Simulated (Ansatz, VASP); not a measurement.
## Cross-check of PbSe (Clausthalite) between VASP and Ansatz

One calculation is typed for both programs; each brings its own data sets and cutoff. How far apart do they land? The cell is taken from a series of VASP runs on this material, whose earlier steps may have relaxed, scaled or displaced it; both programs get it as it stands.

Calculated with Ansatz 0.2.0; plane waves, with VASP 6.6.1 beside it; relaxation of cell and atoms at r2SCAN and relaxation of cell and atoms at r2SCAN with rVV10.

## 1. The starting structure

Symmetry: Fm-3m, No. 225, cubic system. The conventional cell has a = 6.182 Å, b = 6.182 Å, c = 6.182 Å, α = 90.00°, β = 90.00°, γ = 90.00°. Nearest to Pb lie 6 Se at 3.09 Å. Nearest to Se lie 6 Pb at 3.09 Å. Farther neighbours and most contacts between anions are not listed.

## 2. Ansatz: relaxation of cell and atoms, r2SCAN

Ansatz runs on its default PAW (the set named soft_2) files.

The relaxed volume is the usual yardstick between codes: its relative difference is about their pressure difference at one cell divided by the bulk modulus.

input.yaml reads:

```yaml
crystal:
  lattice:
    - [0.0, 3.0909554363, 3.0909554363]
    - [3.0909554363, 0.0, 3.0909554363]
    - [3.0909554363, 3.0909554363, 0.0]
  atoms:
    - { symbol: Pb, position: [0.0, 0.0, 0.0] }
    - { symbol: Se, position: [0.5, 0.5, 0.5] }
hamiltonian:
  xc: r2scan
  pseudopotentials: { kind: paw }
kpoints:
  mp_grid: { grid: [6, 6, 6] }
scf:
  occupations: { method: gaussian, width: 0.03 }
relax:
  f_tol: 0.01
  max_steps: 60
  cell: { stress_tol: 0.05 }
output:
  forces: true
  stress: true
```

Run with:

```
> ansatz run input.yaml --threads 4 --pin off --max-ram 9216MiB --backend cpu --events-out ev --progress --plain --runs-dir out
```

Numbers of over 12 decimals in the logs are rounded to 6 here.

The log of the run:

```text
Engine: ansatz 0.2.0, aarch64-unknown-linux-gnu
Pseudopotentials: kind: paw
Pseudopotential: Pb, paw, valence charge 14, recommended cutoff 500 eV (meta_gga), Pb.paw.azcp
Pseudopotential: Se, paw, valence charge 16, recommended cutoff 500 eV (meta_gga), Se.paw.azcp
Functional definition: r2SCAN
  parameter k0 = 0.174
  parameter k1 = 0.065
  parameter a1 = 4.9479
  exchange = r2scan_x(k0 = k0, k1 = k1, a1 = a1)
  correlation = r2scan_c
Crystal: 2 atoms, lattice volume = 59.062 Å³
Basis set: ecut = 500 eV, 1459 PW (Γ), exchange–correlation on 128×128×128 points (64 copies of the dense FFT grid, shifted against one another)
Bands: 19, of which v1, the nominal top of the filled ones, is band 15 counted from 1 (14 counted from 0)
Symmetry: 48 space group operations
Space group: Fm-3m (ITA 225), of the structure as read, at distance tolerance 3.9e-5 Å
k-points: 16 of 216
Non-local potential: Pb, projectors of the file, l = 0: 2, l = 1: 2, l = 2: 2, l = 3: 2
Non-local potential: Se, projectors of the file, l = 0: 2, l = 1: 2, l = 2: 3, l = 3: 1
PAW form: soft (Blöchl's): semilocal exchange-correlation on the pseudo side does not see the compensation charge
PAW frozen core: Pb, regenerated for the run's functional (the file was generated under x = pbe(κ = 0.804, μ = 0.219515), c = pbe(β = 0.066725))
PAW frozen core: Se, regenerated for the run's functional (the file was generated under x = pbe(κ = 0.804, μ = 0.219515), c = pbe(β = 0.066725))
PAW one-centre angular grid: Pb, 590 points (default); XC on 160 Gauss nodes
PAW one-centre angular grid: Se, 590 points (default); XC on 160 Gauss nodes
Initial density: superposition of atomic densities (neutral atoms: chi_scale 0, normalization atom), corrected by the library's trained network
Initial wavefunctions: pseudopotential atomic-orbital guess
Functional: x = r2scan, c = r2scan; τ floored in thin density (d = 2e-4 eV/Å³)
SCF iter   1: F=—  HF=-17400.337223 eV  |F-HF|=—  |Δ(HF+E_count)|=         —  Δρ=6.15e-3  dr2=2.60e-2  dr2_τ=3.65e-3  ethr=1.77e-3  ⟨swp⟩=6.1  Hψ=1493  notcnv=0
preconditioner: auto → none  [insulator: Δε(μ)=0.701 eV  Ē_g=16.040 eV  σ=0.030 eV  W_gap=1.00  n_scr=14 (ndim 8)  ℏωp=21.6 eV  f_vac=0.024  D(μ)=0.00/eV (n_scr^D=0)  ε∞_Penn≈2.8]
SCF iter   2: F=—  HF=-17400.334787 eV  |F-HF|=—  |Δ(HF+E_count)|=   2.44e-3  Δρ=1.74e-3  dr2=1.24e-3  dr2_τ=3.18e-4  ethr=8.66e-5  ⟨swp⟩=2.2  Hψ=660  notcnv=0
SCF iter   3: F=—  HF=-17400.334876 eV  |F-HF|=—  |Δ(HF+E_count)|=   8.94e-5  Δρ=6.99e-4  dr2=3.20e-4  dr2_τ=1.12e-5  ethr=4.13e-6  ⟨swp⟩=2.0  Hψ=599  notcnv=0
SCF iter   4: F=—  HF=-17400.334898 eV  |F-HF|=—  |Δ(HF+E_count)|=   2.13e-5  Δρ=2.70e-4  dr2=2.62e-5  dr2_τ=1.75e-6  ethr=1.07e-6  ⟨swp⟩=2.0  Hψ=377  notcnv=0
SCF iter   5: F=—  HF=-17400.334903 eV  |F-HF|=—  |Δ(HF+E_count)|=   5.30e-6  Δρ=4.60e-5  dr2=5.70e-7  dr2_τ=1.67e-8  ethr=8.74e-8  ⟨swp⟩=2.8  Hψ=455  notcnv=0
SCF iter   6: F=-17400.334903 eV  HF=-17400.334903 eV  |F-HF|=3.28e-8  |Δ(HF+E_count)|=   2.40e-7  Δρ=1.47e-5  dr2=6.05e-8  dr2_τ=2.21e-9  ethr=3.33e-10  ⟨swp⟩=4.5  Hψ=1081  notcnv=0
SCF 1 converged in 6 iterations: F = -17400.334903 eV  dr2 = 6.05e-8
  greatest PAW one-centre occupation: 1.000 electrons in one spin orbital (limit 2), on the Se atom at site 1 (counted from 0), in its partial waves of l = 2
relax step   1: F+E_penalty+E_count = -17400.33490318 eV  Δ(F+E_penalty+E_count) = +0.000e0 eV  max|allowed force component| = 7.165e-30 eV/Å  Δτ_max = 0.0000 Å  P = -0.126 GPa  Ω = 59.062 Å³  (6 SCF iters, dr2 threshold 1.00e-7 eV, accepted)
[...]
relax step   2: F+E_penalty+E_count = -17400.33495597 eV  Δ(F+E_penalty+E_count) = -5.279e-5 eV  max|allowed force component| = 3.090e-30 eV/Å  Δτ_max = 0.0000 Å  P = +0.059 GPa  Ω = 58.849 Å³  energy of the carried Pulay correction = +7.445e-6 eV  (6 SCF iters, dr2 threshold 4.00e-8 eV, accepted)
[...]
relax step   3: F+E_penalty+E_count = -17400.33496605 eV  Δ(F+E_penalty+E_count) = -1.008e-5 eV  max|allowed force component| = 5.522e-30 eV/Å  Δτ_max = 0.0000 Å  P = +0.000 GPa  Ω = 58.916 Å³  energy of the carried Pulay correction = +5.078e-6 eV  (5 SCF iters, dr2 threshold 8.71e-9 eV, accepted)
[...]
relax step   4: F+E_penalty+E_count = -17400.33496061 eV  Δ(F+E_penalty+E_count) = +5.445e-6 eV  max|allowed force component| = 6.837e-30 eV/Å  Δτ_max = 0.0000 Å  P = -0.000 GPa  Ω = 58.916 Å³  stress off target by 3.17e-4 GPa  SCF on the basis re-selected at this cell (its energy is not comparable with the rows above)  (4 SCF iters)
basis re-selected at this cell: Δ(F+E_penalty+E_count) = +5.445e-6 eV, ΔP = -0.000 GPa vs the last step (what re-selecting the basis moved, of the pressure what is left beyond the Pulay correction that the steps carried, after the strain that the cell walked since its last selection, with what the two solves' SCF thresholds leave and, on support functions, any second-order correction that the steps lacked; it is no m [...]
SCF converged after 4 iterations
Free energy (F): -17400.334961 eV
Harris-Foulkes:  -17400.334961 eV  (|F-HF|=0.00e0)
Internal energy: -17400.334961 eV  (E = F + TS)
E sigma→0 (E₀):  -17400.334961 eV
Fermi energy:    8.754909 eV
--- Per-component energies (eV) ---
  E_band       = -456.846052
  E_kinetic    = 405.154820
  E_local      = -3574.379519  (includes V_loc(G=0)·N_el)
  E_nonlocal   = -244.729769
  E_hartree    = 1662.427931
  E_xc         = -307.246249
  E_vxc        = -251.376176  (∫ρ·V_xc dr)
  E_paw        = -12356.129403  (= ΣΔE_a)
  E_vpaw       = -132.037609  (= ΣTr[D̂ρ^β])
  E_aug_tail   = -0.000181  (compensation charges beyond the density's cutoff)
  E_vtau       = 15.666526  (kinetic-family band-sum trace: ∫τ·v_τ [+ j·A + Jᵃ·Aᵃ] dr)
  E_ewald      = -2984.633323
  E_core_change = -0.799268  (= ΣΔE_core)
  E_smearing   = -0.000000  (= −TS)
  E_closure    = -0.000000  (closes the sum)
  Σ components = -17400.334961   (vs F -17400.334961, Δ=0.00e0)
--- Forces (eV/Å), atoms counted from 1 ---
  atom   1  Pb    -0.00000000     0.00000000    -0.00000000
  atom   2  Se     0.00000000    -0.00000000     0.00000000
  max |Σ_I F_I| component: 1.26e-29 eV/Å
--- Stress (GPa, compression-positive) ---
       -0.000317      -0.000000      -0.000000
       -0.000000      -0.000317       0.000000
       -0.000000       0.000000      -0.000317
  P = ⅓ Tr σ = -0.0003 GPa (-0.003 kbar)
--- Relaxed structure (3 steps of the walk, 3 accepted, 1 SCFs on fresh bases) ---
  F+E_penalty+E_count = -17400.33496061 eV   max|allowed force component| = 6.837e-30 eV/Å   (the final SCF, on the basis selected at the relaxed cell)
  cell:  # Å, volume = 58.9164 Å³
    - [0, 3.088413, 3.088413]
    - [3.088413, 0, 3.088413]
    - [3.088413, 3.088413, 0]
  atoms:
    - { symbol: Pb, position: [0, 0, 0] }
    - { symbol: Se, position: [0.5, 0.5, 0.5] }
```

It took 3.1 s on 4 threads of Arm Neoverse V2, shared host; peak memory 0.48 GiB.

## 3. VASP: relaxation of cell and atoms, r2SCAN

The same cell, functional, mesh and smearing now go to VASP, with its own data sets and cutoff.

Lines of VASP's logs that name or quote its potential files are left out, and so is its time.

INCAR reads:

```
SYSTEM = PbSe
PREC = Accurate
ENCUT = 450
EDIFF = 1E-06
NELM = 100
ISMEAR = 0
SIGMA = 0.03
LREAL = .FALSE.
ALGO = Normal
METAGGA = R2SCAN
LASPH = .TRUE.
NBANDS = 16
LORBIT = 11
LWAVE = .FALSE.
LCHARG = .FALSE.
KPAR = 4
IBRION = 2
NSW = 50
ISIF = 3
EDIFFG = -0.006
```

POSCAR reads:

```
PbSe
1.0
    0.0000000000      3.0909554363      3.0909554363
    3.0909554363      0.0000000000      3.0909554363
    3.0909554363      3.0909554363      0.0000000000
Pb Se
1 1
Direct
    0.0000000000      0.0000000000      0.0000000000
    0.5000000000      0.5000000000      0.5000000000
```

KPOINTS reads:

```
Automatic mesh
0
Gamma
6 6 6
0 0 0
```

Potentials, in the order of the species: Pb_d and Se (PBE family, release 64).

Run with:

```
> mpirun -np 4 vasp_std
```

The log of the run:

```text
[banner, memory and clock lines left out]
running    4 mpi-ranks, on    1 nodes
 distrk:  each k-point on    1 cores,    4 groups
 distr:  one band on    1 cores,    1 groups

 POSCAR found type information on POSCAR PbSe
 POSCAR found :  2 types and       2 ions
|                                                                             |
|               ----> ADVICE to this user running VASP <----                  |
|                                                                             |
|     You enforced a specific xc type in the INCAR file but a different       |
|     [... a line on the potential file left out ...]
|     I HOPE YOU KNOW WHAT YOU ARE DOING!                                     |
|                                                                             |

 LDA part: xc-table for (None), standard interpolation
 POSCAR, INCAR and KPOINTS ok, starting setup
 FFT: planning ... GRIDC
 FFT: planning ... GRID_SOFT
 FFT: planning ... GRID
 WAVECAR not read
 entering main loop
       N       E                     dE             d eps       ncg     rms          rms(c)
DAV:   1     0.847504754264E+02    0.84750E+02   -0.90532E+03   512   0.113E+03
DAV:   2    -0.657260661511E+02   -0.15048E+03   -0.14628E+03   536   0.305E+02
DAV:   3    -0.764734891250E+02   -0.10747E+02   -0.10704E+02   704   0.880E+01
DAV:   4    -0.766904888702E+02   -0.21700E+00   -0.21691E+00   600   0.153E+01
DAV:   5    -0.766986554068E+02   -0.81665E-02   -0.81664E-02   776   0.265E+00    0.294E+00
DAV:   6    -0.719400064207E+02    0.47586E+01   -0.20098E+00   600   0.248E+01    0.217E+00
DAV:   7    -0.719251659904E+02    0.14840E-01   -0.23710E-01   632   0.415E+00    0.111E+00
DAV:   8    -0.719367313753E+02   -0.11565E-01   -0.15584E-02   672   0.154E+00    0.524E-01
DAV:   9    -0.719410184998E+02   -0.42871E-02   -0.79234E-03   608   0.107E+00    0.179E-01
DAV:  10    -0.719408555210E+02    0.16298E-03   -0.35172E-04   664   0.284E-01    0.789E-02
DAV:  11    -0.719409416639E+02   -0.86143E-04   -0.47510E-04   688   0.292E-01    0.483E-02
DAV:  12    -0.719409095287E+02    0.32135E-04   -0.92652E-05   680   0.148E-01    0.712E-03
DAV:  13    -0.719409095957E+02   -0.66979E-07   -0.81056E-06   720   0.362E-02
   1 F= -.71940910E+02 E0= -.71940910E+02  d E =-.719409E+02
[...]
2 F= -.71940938E+02 E0= -.71940938E+02  d E =-.285965E-04
[...]
3 F= -.71940947E+02 E0= -.71940947E+02  d E =-.372088E-04
 curvature:  -0.34 expect dE=-0.465E-05 dE for cont linesearch -0.465E-05
 ZBRENT: interpolating
 opt :   0.4935  next Energy=   -71.940950 (dE=-0.405E-04)
 bond charge predicted
       N       E                     dE             d eps       ncg     rms          rms(c)
DAV:   1    -0.719409831073E+02   -0.35883E-04   -0.13038E-03   640   0.600E-01    0.343E-02
DAV:   2    -0.719409498892E+02    0.33218E-04   -0.70853E-05   680   0.143E-01    0.128E-02
DAV:   3    -0.719409440738E+02    0.58155E-05   -0.23947E-05   648   0.810E-02    0.262E-03
DAV:   4    -0.719409437829E+02    0.29085E-06   -0.47415E-07   304   0.618E-03
   4 F= -.71940944E+02 E0= -.71940944E+02  d E =-.341872E-04
 curvature:  -0.25 expect dE=-0.199E-06 dE for cont linesearch -0.199E-06
 trial: gam=-0.07624 g(F)=  0.264E-60 g(S)=  0.807E-06 ort = 0.970E-05 (trialstep = 0.899E+00)
 search vector abs. value=  0.568E-08
 reached required accuracy - stopping structural energy minimisation
```

OUTCAR, selected parts (step 3):

```text
ion  position               nearest neighbor table
   1  0.000  0.000  0.000-   2 3.09   2 3.09   2 3.09   2 3.09   2 3.09   2 3.09
   2  0.500  0.500  0.500-   1 3.09   1 3.09   1 3.09   1 3.09   1 3.09   1 3.09

  LATTYP: Found a face centered cubic cell.
 ALAT       =     6.1819108726

 Subroutine GETGRP returns: Found 48 space group operations
 (whereof 48 operations were pure point group operations)

The static configuration has the point symmetry O_h .

 Found     16 irreducible k-points:

   k-points           NKPTS =     16   k-points in BZ     NKDIM =     16   number of bands    NBANDS=     16

   dimension x,y,z NGX =    30 NGY =   30 NGZ =   30
   dimension x,y,z NGXF=    60 NGYF=   60 NGZF=   60

   ENCUT  =  450.0 eV  33.07 Ry    5.75 a.u.   7.56  7.56  7.56*2*pi/ulx,y,z

   NELECT =      20.0000    total number of electrons

 k-points in reciprocal lattice and weights: Automatic mesh
   0.00000000  0.00000000  0.00000000       0.005
   0.16666667  0.00000000  0.00000000       0.037
   0.33333333  0.00000000  0.00000000       0.037
   0.50000000  0.00000000  0.00000000       0.019
   0.16666667  0.16666667  0.00000000       0.028
   0.33333333  0.16666667  0.00000000       0.111
   0.50000000  0.16666667  0.00000000       0.111
  -0.33333333  0.16666667  0.00000000       0.111
  -0.16666667  0.16666667  0.00000000       0.056
[...]
-0.33333333  0.33333333  0.16666667       0.111
  -0.33333333  0.50000000  0.16666667       0.056

 average (electrostatic) potential at core
       1 -98.8246       2 -57.5005

 E-fermi :   4.7497

 k-point     1 :       0.0000    0.0000    0.0000
  band No.  band energies     occupation
    ...
      6      -9.3378      2.00000
      7      -1.8334      2.00000
      8       2.6727      2.00000
      9       2.6727      2.00000
     10       2.6727      2.00000
     11       9.5438      0.00000
     12       9.5438      0.00000
     13       9.5438      0.00000
     14      11.5873      0.00000
     15      11.5873      0.00000
    ...

 k-point     2 :       0.1667    0.0000    0.0000
  band No.  band energies     occupation
    ...
      6      -9.1340      2.00000
      7      -2.4994      2.00000
      8       2.7461      2.00000
      9       2.7461      2.00000
     10       3.1451      2.00000
     11       7.9914      0.00000
     12       8.5045      0.00000
     13       8.5046      0.00000
     14      11.3613      0.00000
     15      12.1695      0.00000
    ...

 k-point     3 :       0.3333    0.0000    0.0000
  band No.  band energies     occupation
    ...
      6      -8.6334      2.00000
      7      -3.7106      2.00000
      8       2.9392      2.00000
      9       2.9392      2.00000
     10       3.9437      2.00000
     11       6.1875      0.00000
     12       7.1251      0.00000
     13       7.1251      0.00000
     14      12.1271      0.00000
     15      13.6500      0.00000
    ...

  Total       -0.0033391     -0.0033391     -0.0033391      0.0000000      0.0000000     -0.0000000
  in kB       -0.0907088     -0.0907088     -0.0907088      0.0000000      0.0000000     -0.0000000
  external PRESSURE =      -0.0907088 kB  Pullay stress =       0.0000000 kB

  energy-cutoff  :      450.00
  volume of cell :       58.98
      direct lattice vectors                 reciprocal lattice vectors
     0.000000000  3.089477988  3.089477988    -0.161839638  0.161839638  0.161839638
     3.089477988  0.000000000  3.089477988     0.161839638 -0.161839638  0.161839638
     3.089477988  3.089477988  0.000000000     0.161839638  0.161839638 -0.161839638

 POSITION                                       TOTAL-FORCE (eV/Angst)
 -----------------------------------------------------------------------------------
      0.00000      0.00000      0.00000         0.000000      0.000000     -0.000000
      3.08948      3.08948      3.08948        -0.000000     -0.000000      0.000000
 -----------------------------------------------------------------------------------
    total drift:                               -0.000000      0.000000      0.000000

  FREE ENERGIE OF THE ION-ELECTRON SYSTEM (eV)
  ---------------------------------------------------
  free  energy   TOTEN  =       -71.9409437829 eV

  energy  without entropy=      -71.9409437829  energy(sigma->0) =      -71.94094378

 reached required accuracy - stopping structural energy minimisation

 total charge
# of ion       s       p       d       tot
------------------------------------------
    1        1.476   0.501   9.832  11.809
    2        1.460   2.385   0.015   3.861
--------------------------------------------------
tot          2.936   2.886   9.848  15.670

[... 3 further parts left out ...]
```

## 4. Side by side

Known differences besides the potentials themselves: VASP keeps PBE cores, Ansatz makes them for the functional; both relaxations stop at a tolerance, which leaves soft axes loose, and VASP keeps its plane-wave basis; the data sets hold 30 valence electrons in Ansatz (default PAW (the set named soft_2) files) and 20 in VASP; the cutoff is 500 eV in Ansatz and 450 eV in VASP; Ansatz adds a Pulay correction to the stress that steers its cell, VASP none. Total energies have different zeros and are not compared.

The two programs side by side:

```csv
quantity,Ansatz,VASP,difference
volume (Å³),58.92,58.98,-0.10 %
"edge a after relaxation, in the typed setting (Å)",4.368,4.369,-0.03 %
```

The walks stopped with 0.00 GPa left in Ansatz and -0.01 GPa in VASP; each walk ends within a tolerance, so the volume difference is uncertain by about these residues over the bulk modulus, most in soft cells.

[end of part 1 of 2]

[Lines on the potential files, build, host, timing and source positions are cut from VASP's logs without a mark.]

[Logs are printed without paths, hosts, clocks, repeated set-up lines and the standing remarks that a program may print on its own settings, such as how far it seeks lower states.]

[Hosts, paths, dates, database ids (printed as entryN), source tags and the programs' standing remarks are cut or masked in the printed files.]
